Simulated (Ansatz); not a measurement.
## Structure types of Yb compared at -0.14 GPa

Structure types of Yb are relaxed in primitive cells with their symmetry kept at -0.14 GPa, on PAW files; LAPW relaxes the small cells further and takes the PAW cell for the others (marked *). The enthalpy is E + pV at zero temperature, without zero-point motion. Only the types listed were tried, and differences under about 5 meV/atom are mesh noise. The real phase may be another.

Level of theory: DFT with PBE, scalar-relativistic, in Ansatz 0.2.0; Fermi–Dirac smearing of 0.05 eV, no spin polarisation. LAPW: all electrons, basis error target 0.5 meV/atom; PAW: frozen-core files, cutoff 420 eV.

k meshes: fcc 13×13×13, bcc 13×13×13, hcp 12×12×7, dhcp 10×10×3.

Spin–orbit coupling is left out, which matters for the heavy atoms.

Task: Which type is lowest in enthalpy, and by how much?

Result: bcc, 9 meV/atom below fcc. The whole table:

| start type | ends as | a, b, c (Å) | V (Å³/atom) | H − H(lowest), LAPW (meV/atom) | same, PAW |
| --- | --- | --- | --- | --- | --- |
| fcc | fcc, Fm-3m | 5.237, 5.237, 5.237 | 35.91 | 9.1 | 9.1 |
| bcc | bcc, Im-3m | 4.115, 4.115, 4.115 | 34.83 | 0.0 | 0.0 |
| hcp | hcp, P6_3/mmc | 3.691, 3.691, 6.057 | 35.73 | 11.9 | 12.0 |
| dhcp* | dhcp, P6_3/mmc | 3.695, 3.695, 12.108 | 35.79 | 11.0 | 11.1 |
